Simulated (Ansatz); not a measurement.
# CdSe (P6_3mc):Cd_Se, thermodynamic levels from a 72-atom cell

Charge states of Cd_Se in CdSe (P6_3mc), set against the band edges. Model: a cell of 72 host atoms with 1 Se taken out and 1 Cd put in.

Method: place-levels on r2SCAN runs: charge-transition levels and formation energies with image-charge correction and potential alignment at the atomic sites; PAW set soft_1, in Ansatz 0.2.0.

Report form: the programs' logs are mostly left out.

## 1. The starting structure

The cell holds 72 atoms: 37 Cd and 35 Se. Cell: a = 13.023 Å, b = 13.023 Å, c = 14.159 Å, α = 90.0°, β = 90.0°, γ = 120.0°. It derives from CdSe (space group P6_3mc). Nearest the centre at fractional (0.556, 0.444, 0.438): Cd36 at 0.00 Å, Cd29 at 2.66 Å, Cd61 at 2.66 Å, Cd37 at 2.66 Å, Cd34 at 2.66 Å, Se31 at 4.34 Å, Se63 at 4.34 Å, Se27 at 4.34 Å.

Structure file:

Known beforehand: the electronic dielectric constant, (8.02, 8.02, 8.09), and the static one, (11.43, 11.43, 12.09), computed on the host (DFPT, PBEsol, on the r2SCAN cell), and a cell off the functional's own equilibrium shifts the ionic part.

The cell's shortest repeat is 13.0 Å.

## 2. The runs of each charge state

Levels follow from differences of total energies between charge states, each relaxed by itself.

Random displacements of about 0.05 Å break the site symmetry at the start, so that the relaxation can reach a distorted minimum if there is one. Forces are taken at one point at (¼, ¼, ¼). The cell holds 2 electrons more than the neutral one, with a uniform background that keeps it neutral on the whole.

The sampling was tested on the host first: at the k-points planned (1x1x1 shifted 0.25 0.25 0.25) its energy lies -0.014 eV an atom from the dense-mesh value, under the bound of 0.02 eV set for this test; that bounds the host's error, not the defect's.

One state's input; the others differ in charge, spin, start and seed, and in occupations where the table says so.

Contents of qm2.relax/input.yaml:

```yaml
crystal:
  lattice:
    - [4.34089839, 0.0, 0.0]
    - [-2.17044919, 3.75932828, 0.0]
    - [0.0, 0.0, 7.07966347]
  atoms:
    - { symbol: Cd, position: [0.33333333, 0.66666667, 5.722e-05] }
    - { symbol: Cd, position: [0.66666667, 0.33333333, 0.50005722] }
    - { symbol: Se, position: [0.33333333, 0.66666667, 0.37594278] }
    - { symbol: Se, position: [0.66666667, 0.33333333, 0.87594278] }
  supercell: [3, 3, 2]
  defects: [{ substitution: { at: 35, symbol: Cd } }]
total_charge: -2
basis:
  ecutwfc: 500
  xc_grid: 2
hamiltonian:
  xc: r2scan
  pseudopotentials: { kind: paw, azcp: { folder: soft_1 } }
kpoints:
  mp_grid: { grid: [1, 1, 1], shift: [0.25, 0.25, 0.25] }
scf:
  occupations: { method: fixed }
  max_iter: 100
output:
  forces: true
  charged_corrections:
    epsilon: [8.02, 8.02, 8.09]
    static_epsilon: [11.43, 11.43, 12.09]
relax:
  f_tol: 0.02
  max_steps: 80
  random_displacement: { amplitude: 0.05, seed: 304 }
checkpoint:
  write: "../qm2.relax.run"
  compress: false
  write_wavefunctions: true
  write_every: 100000
```

Launch:

```
$ ansatz run input.yaml --threads 32 --pin off --max-ram 56524MiB --backend cuda --events-out ev --progress --plain --runs-dir out --max-vram 78GiB
```

The relaxed structure is kept and the sampling changed to a 2×2×2 shifted mesh.

The run of this state that the levels use, under r2SCAN:

Contents of qm2.point/input.yaml:

```yaml
crystal:
  checkpoint: "../qm2.relax.run"
  host: checkpoint
total_charge: -2
basis:
  ecutwfc: 500
  xc_grid: 2
hamiltonian:
  xc: r2scan
  pseudopotentials: { kind: paw, azcp: { folder: soft_1 } }
kpoints:
  mp_grid: { grid: [2, 2, 2], shift: [0.5, 0.5, 0.5] }
scf:
  occupations: { method: fermi_dirac, width: 0.01 }
  max_iter: 100
output:
  forces: true
  eigenvalues: true
  charged_corrections:
    epsilon: [8.02, 8.02, 8.09]
    static_epsilon: [11.43, 11.43, 12.09]
    defect_position: [0.555556, 0.444444, 0.437971]
  eigenstates: { localisation: true }
  populations: true
  band_densities: [{ bands: [v1, v1] }, { bands: [c1, c1] }]
  write_density: true
  write_potential: true
  volumetric_format: npy
  elf: true
checkpoint:
  read: "../qm2.relax.run"
  write: "../qm2.point.run"
  compress: false
  write_wavefunctions: false
  write_every: 100000
```

Relaxations under r2SCAN at one point at (¼, ¼, ¼); times on 1 × NVIDIA GB200 with 32 threads of Arm Neoverse V2, shared host:

```tsv
charge	moment (μB)	occupations	outcome	steps	largest displacement against the far atoms (Å)	time
−2	0	fixed	converged	22	1.40	38 s
−1	1	fixed	converged	13	1.18	44 s
0	0	fixed	converged	11	1.02	21 s
+1	1	fixed	converged	9	0.57	32 s
+2	0	fixed	converged	5	0.59	12 s
```

Single points under r2SCAN at a 2×2×2 shifted mesh; times on 1 × NVIDIA GB200 with 32 threads of Arm Neoverse V2, shared host:

```tsv
charge	moment (μB)	occupations	outcome	time
−2	0	fermi-dirac	converged	12 s
−1	1	fermi-dirac	converged	24 s
0	0	fermi-dirac	converged	12 s
+1	1	fermi-dirac	converged	25 s
+2	0	fermi-dirac	converged	11 s
```

Distances (Å) from Cd36 to the nearest atoms after relaxation with r2SCAN:

```tsv
charge	moment (μB)	1.	2.	3.	4.	5.	6.
−2	0	Cd 2.67	Cd 2.75	Cd 2.82	Cd 3.05	Se 3.10	Se 3.61
−1	1	Cd 2.67	Cd 2.69	Cd 2.81	Cd 2.83	Se 3.93	Se 4.10
0	0	Cd 2.72	Cd 2.80	Cd 2.83	Cd 2.84	Se 4.04	Se 4.12
+1	1	Cd 2.80	Cd 2.80	Cd 3.10	Cd 3.22	Se 4.30	Se 4.31
+2	0	Cd 3.15	Cd 3.18	Cd 3.20	Cd 3.21	Se 4.31	Se 4.33
```

## 3. Levels against the band edges, r2SCAN

A charged cell interacts with its images and the background, and its potential has another zero than the host's. place-levels removes the first by a point-charge model, screened by the static dielectric constant since the ions have relaxed around the charge, and the second by comparing potentials at atoms far from the defect.

The host is a run of the defect-free crystal in the same cutoffs, grids and k-points, so that basis and sampling errors cancel in part in the differences. The host is run in a cell of 4 atoms on a matching mesh. Its band edges are searched through the zone by a band path, so the gap is smaller than, or equal to, that on the mesh. Chemical potentials are energies per atom of Se (trigonal (grey) selenium) and Cd (hcp), run with the same functional and cutoff.

Contents of levels.point.yaml:

```yaml
host:
  run: host.point.run
states: [qm2.point.run, qm1_M1.point.run, q0.point.run, qp1_M1.point.run, qp2.point.run]
geometry_from:
  qm2.point.run: qm2.relax.run
  qm1_M1.point.run: qm1_M1.relax.run
  q0.point.run: q0.relax.run
  qp1_M1.point.run: qp1_M1.relax.run
  qp2.point.run: qp2.relax.run
  host.point.run: host.relax.run
chemical_potentials:
  Se:
    energy: -5478.140172
    dataset: "<sha256 of the dataset>"
  Cd:
    energy: -8268.253598
    dataset: "<sha256 of the dataset>"
epsilon: [8.02, 8.02, 8.09]
static_epsilon: [11.43, 11.43, 12.09]
vertical:
  - { from: qm2.point.run, to: qm2.point_neutral.run }
  - { from: qm1_M1.point.run, to: qm1_M1.point_neutral.run }
  - { from: qp1_M1.point.run, to: qp1_M1.point_neutral.run }
  - { from: qp2.point.run, to: qp2.point_neutral.run }
```

Launch:

```
$ ansatz place-levels levels.point.yaml -- --threads 32 --pin off --max-ram 56524MiB --backend cuda --max-vram 78GiB
```

It took 0.54 s on 32 threads of Arm Neoverse V2, shared host.

Under r2SCAN the gap is 1.10 eV, (+2/+1) 1.24 (outside the gap), (+1/0) 1.13 (outside the gap), (0/−1) 1.37 (outside the gap) (with band filling), (−1/−2) 1.57 (outside the gap) (with band filling) eV.

Levels between the charges placed, in eV above the valence top:

```tsv
	gap (eV)	(+2/+1)	(+1/0)	(0/−1)	(−1/−2)
r2SCAN	1.10	1.24	1.13	1.37	1.57
```

Corrections by state:

```tsv
charge	moment (μB)	image terms and alignment (eV)	band filling (eV)	ε used	over the lowest of its charge, as the program ranks them, band filling apart (eV)
+2	0.0	0.627	-	principal values (11.43, 11.43, 12.09)	0.000
+1	1.0	0.179	-	principal values (11.43, 11.43, 12.09)	0.000
0	0.0	0.000	-	-	0.000
−1	1.0	0.078	-0.533	principal values (11.43, 11.43, 12.09)	0.000
−2	0.0	0.406	-1.174	principal values (11.43, 11.43, 12.09)	0.000
```

The charged structures listed were also run neutral, and place-levels reads from each pair, by the potential or the spins, how wide the charge is by which they differ; that can be the carrier of either run.

```tsv
charge	rms radius (Å)	spread where it is widest against the cell (Å)	wide from (Å)	reading
+2	5.2	3.06	1.95	wide
+1	6.3	4.39	2.45	wide
−1	2.5	1.62	1.95	narrow
−2	3.0	2.10	1.95	wide
```

The neutral runs of these pairs need not share the spin of the lowest neutral state, and very wide values only mean spread over the cell.

From the program's caveats on the states, each cut to its opening words:

- charge +2: it parts from the run at its places by a charge that spreads by about 3.1 Å along one vector (2 Å or more is wide), by its potential at epsilon [8.02, 8.02, [...]
- charge +2: its displacements don't fall off away from the defect: farther atoms stand 0.024 Å off the host's places
- charge +1 (1 μB): it parts from the run at its places by a charge that spreads by about 4.4 Å along one vector (2.5 Å or more is wide), by its potential at epsilon [8.02, 8.02, [...]
- charge +1 (1 μB), −1 (1 μB): flagged: stability check not made
- charge −1 (1 μB): a band-filling correction moves a carrier to the host's band edge, which changes its energy by -0.533 eV
- charge −2: it parts from the run at its places by a charge that spreads by about 2.1 Å along one vector (2 Å or more is wide), by its potential at epsilon [8.02, 8.02, [...]
- charge −2: a band-filling correction moves a carrier to the host's band edge, which changes its energy by -1.174 eV

The host's formation energy from the elements is -0.759 eV per atom; it sets how far the chemical potentials can move.

Formation energies (eV), Cd-rich (Δμ(Cd) = 0.00 eV, Δμ(Se) = -1.52 eV):

```tsv
charge	Fermi level at the valence top	at the conduction bottom
+2	-0.02	2.18
+1	1.23	2.32
0	2.35	2.35
−1	3.72	2.62
−2	5.28	3.09
```

Formation energies (eV), Se-rich (Δμ(Se) = 0.00 eV, Δμ(Cd) = -1.52 eV):

```tsv
charge	Fermi level at the valence top	at the conduction bottom
+2	3.02	5.22
+1	4.26	5.36
0	5.39	5.39
−1	6.76	5.66
−2	8.32	6.13
```

## 4. Effect of the sampling

The relaxations' own energies give the levels at their sampling, for comparison.

Contents of levels.relax_mesh.yaml:

```yaml
host:
  run: host.relax.run
states: [qm2.relax.run, qm1_M1.relax.run, q0.relax.run, qp1_M1.relax.run, qp2.relax.run]
chemical_potentials:
  Se:
    energy: -5478.140172
    dataset: "<sha256 of the dataset>"
  Cd:
    energy: -8268.253598
    dataset: "<sha256 of the dataset>"
```

Launch:

```
$ ansatz place-levels levels.relax_mesh.yaml -- --threads 32 --pin off --max-ram 56524MiB --backend cuda --max-vram 78GiB
```

Elapsed: 0.14 s, on 32 threads.

Levels between neighbouring charges, in eV above the valence top:

```tsv
	gap (eV)	(+2/+1)	(+1/0)	(0/−1)	(−1/−2)
one point at (¼, ¼, ¼)	1.10	1.11	1.15	1.39	1.79
a 2×2×2 shifted mesh	1.10	1.24	1.13	1.37	1.57
```

Going from one point at (¼, ¼, ¼) to a 2×2×2 shifted mesh moves the levels that carry no band-filling term by up to 0.13 eV and formation energies against the elements by up to 0.24 eV; band-filling terms, which differ between samplings, are in these energies.

## 5. place-levels, PBEsol

PBEsol on the same structure is run to see how far the result rests on the functional, though not on the errors that semilocal functionals share; the sampling changes too, to one point at (¼, ¼, ¼), so differences hold both changes.

Contents of qm2.pbesol/input.yaml:

```yaml
crystal:
  checkpoint: "../qm2.relax.run"
  host: checkpoint
total_charge: -2
basis:
  ecutwfc: 420
  xc_grid: 2
hamiltonian:
  xc: pbesol
  pseudopotentials: { kind: paw, azcp: { folder: soft_1 }, xc_functional: pbe }
kpoints:
  mp_grid: { grid: [1, 1, 1], shift: [0.25, 0.25, 0.25] }
scf:
  occupations: { method: fermi_dirac, width: 0.01 }
  max_iter: 100
output:
  forces: true
  eigenvalues: true
  charged_corrections:
    epsilon: [8.02, 8.02, 8.09]
    static_epsilon: [11.43, 11.43, 12.09]
    defect_position: [0.555556, 0.444444, 0.437971]
  eigenstates: { localisation: true }
  populations: true
  band_densities: [{ bands: [v1, v1] }, { bands: [c1, c1] }]
  write_density: true
  write_potential: true
  volumetric_format: npy
  elf: true
checkpoint:
  write: "../qm2.pbesol.run"
  compress: false
  write_wavefunctions: false
  write_every: 100000
```

It took 4.1 s on 1 × NVIDIA GB200 with 32 threads; peak memory 2 GiB.

Contents of levels.pbesol.yaml:

```yaml
host:
  run: host.pbesol.run
states: [qm2.pbesol.run, qm1_M1.pbesol.run, q0.pbesol.run, qp1_M1.pbesol.run, qp2.pbesol.run]
geometry_from:
  qm2.pbesol.run: qm2.relax.run
  qm1_M1.pbesol.run: qm1_M1.relax.run
  q0.pbesol.run: q0.relax.run
  qp1_M1.pbesol.run: qp1_M1.relax.run
  qp2.pbesol.run: qp2.relax.run
  host.pbesol.run: host.relax.run
chemical_potentials:
  Se:
    energy: -5424.216155
    dataset: "<sha256 of the dataset>"
  Cd:
    energy: -8184.132561
    dataset: "<sha256 of the dataset>"
```

Launch:

```
$ ansatz place-levels levels.pbesol.yaml -- --threads 32 --pin off --max-ram 56524MiB --backend cuda --max-vram 78GiB
```

It took 0.27 s on 32 threads.

Under PBEsol the gap is 0.49 eV, (+2/+1) 0.71 (outside the gap) (with band filling), (+1/0) 1.17 (outside the gap) (with band filling), (0/−1) 0.53 (outside the gap) (with band filling), (−1/−2) 1.15 (outside the gap) (with band filling) eV.

## 6. The ladder

Levels between neighbouring charges, in eV above each run's own valence top:

```tsv
	gap (eV)	(+2/+1)	(+1/0)	(0/−1)	(−1/−2)	GPU time a state at this stage (restarts are quicker than cold starts)
r2SCAN, 2×2×2 shifted mesh	1.10	1.24	1.13	1.37	1.57	17 s
PBEsol on r2SCAN structures, (¼, ¼, ¼)	0.49	0.71	1.17	0.53	1.15	5.6 s
```

## 7. What came out

```
gap of the host                                                          : 1.10 eV (r2SCAN)
level (plus 2/plus 1)                                                    : 1.24 eV above the valence top, past the conduction bottom, not a change between lowest states
level (plus 1/0)                                                         : 1.13 eV above the valence top, past the conduction bottom, not a change between lowest states
level (0/minus 1)                                                        : 1.37 eV above the valence top, past the conduction bottom (1.90 eV above the valence top without the band-filling term)
level (minus 1/minus 2)                                                  : 1.57 eV above the valence top, past the conduction bottom (2.21 eV above the valence top without the band-filling term)
lowest of the charges placed, just above the valence top (0.02 eV)       : +2
lowest of the charges placed, just below the conduction bottom (0.02 eV) : +2
lowest formation energy at mid-gap of the charges run, Cd-rich           : 1.08 eV
lowest formation energy at mid-gap of the charges run, Se-rich           : 4.12 eV
```

What this shows: Of the charges placed (−2, −1, 0, +1 and +2), +2 is the lowest from 0.02 eV above the valence top to 0.02 eV below the conduction bottom, a gap of 1.10 eV. (+2/+1) lies 0.14 eV from a band edge, less than the doubt on such levels. Charges above +2 were not placed, so these runs say nothing of levels that involve them. States placed: +2 at 0 μB; +1 at 1 μB; 0 at 0 μB; −1 at 1 μB; −2 at 0 μB. Other spin states or structures, where not listed, weren't placed. The program finds carriers beyond a band edge of the host and adds a band-filling term at charge −2 (-1.17 eV) and −1 (-0.53 eV); steps to such a charge show no bound level, and a defect level inside a band would be read the same way. At charge −2 the atom put in ends up to 1.2 Å from its starting place, so the name tells the start alone and the levels can join different sites. Going from one point at (¼, ¼, ¼) to a 2×2×2 shifted mesh moves the levels that carry no band-filling term by up to 0.13 eV and formation energies against the elements by up to 0.24 eV; band-filling terms, which differ between samplings, are in these energies. Keep in mind: r2SCAN makes the gap too small and tends to spread out bound carriers; spin–orbit coupling, which can matter with heavy atoms, is left out.

[Logs are printed without paths, hosts, clocks, repeated set-up lines and the standing remarks that a program may print on its own settings, such as how far it seeks lower states.]

[Hosts, paths, dates, database ids (printed as entryN), source tags and the programs' standing remarks are cut or masked in the printed files.]

[Where a table of states has a column of steps, it counts the stored structures, which are thinned; the runs took as many ionic steps or more.]

[A defect's name tells the site on which it was built; relaxed atoms can leave that site.]

[For some hosts the program warned that the k-mesh of the response run may be too coarse for force constants and the static dielectric constant; such warnings are not shown here.]
